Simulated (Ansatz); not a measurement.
Predicting a hybrid from its neighbours: C3H8S

The species is C3H8S (12 atoms), meant as a singlet with charge 0. SMILES: `CCCS`. The shape is that of a PBE0-D4/def2-TZVP optimisation. This is one conformer, not always the lowest.

The vertical energy of the triplet above the singlet y, in eV, basis def2-SVP; a is the functional's share of exact exchange. Programs: Ansatz 0.2.0.

| functional | program | a | y (eV) |
| --- | --- | --- | --- |
| r2SCAN | Ansatz | 0 | 5.53 |
| revPBE | Ansatz | 0 | 5.43 |
| B3LYP | Ansatz | 0.2 | 5.59 |
| PBE0 | Ansatz | 0.25 | ? |
| r2SCAN0 | Ansatz | 0.25 | 5.60 |
| BHLYP | Ansatz | 0.5 | 5.72 |

Question: Fit y = c + s·a to the known rows and predict PBE0.

Answer: 
1. Means of the 5 rows: a = 0.1900, y = 5.574.
2. Σ(Δa)² = 0.172, Σ(Δa·Δy) = 0.0827, so the slope is 0.0827/0.172 = 0.48081.
3. Intercept: 5.574 − (0.48081) × 0.1900 = 5.483. The largest residual of the fit is 0.053.
4. PBE0: 5.483 + (0.48081) × 0.25 = 5.60 eV.

The run gave 5.59 eV, so the prediction is off by +0.01 eV, within the scatter of the fit. The rows mix families of semi-local functionals, which the line can't see.
